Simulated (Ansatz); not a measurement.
Rows from a G0W0 calculation on SiC (P6_3mc) (Ansatz 0.2.0; G0W0 on PBE, plane waves, PAW; 6×6×4 mesh, 123 empty bands, screening to 120 eV, hard PAW files), in eV. Spin-orbit coupling is left out.

```
row                      k  band   start       Σx  Σc at the solution      Vxc
  A  (0.333, 0.333, 0.000)    c2  17.867   -6.578              -5.589  -12.827
  B                      Γ    c2  15.902   -9.253              -5.156  -14.993
  C  (0.333, 0.333, 0.000)    v1   5.850  -18.096               3.156  -14.175
  D  (0.333, 0.333, 0.000)    c1  11.960   -6.139              -4.109  -10.537
  E                      Γ    c1  14.506   -9.116              -4.735  -14.458
  F                      Γ    v1   9.691  -18.293               2.084  -15.780
```

Question: Give the quasiparticle energies and the shift of each level.

The quasiparticle equation reads E = start + Σx + Σc(E) − Vxc.

```
row  E (eV)  shift (eV)
  A  18.527      +0.660
  B  16.486      +0.585
  C   5.085      −0.765
  D  12.249      +0.289
  E  15.113      +0.607
  F   9.264      −0.428
```

Limits: not at the basis limit.

[Paths, hosts, dates, memory and timing lines, banners, echoed tables and standing remarks are left out of the program output.]

[Logs are printed without paths, hosts, clocks, repeated set-up lines and the standing remarks that a program may print on its own settings, such as how far it seeks lower states.]

[Runs of the session that timed out or met a known fault of the program may be left out.]

[Cells called generated may have been cut or substituted from an entry of the Crystallography Open Database or the Materials Project.]

[Hosts, paths, dates, database ids (printed as entryN), source tags and the programs' standing remarks are cut or masked in the printed files.]
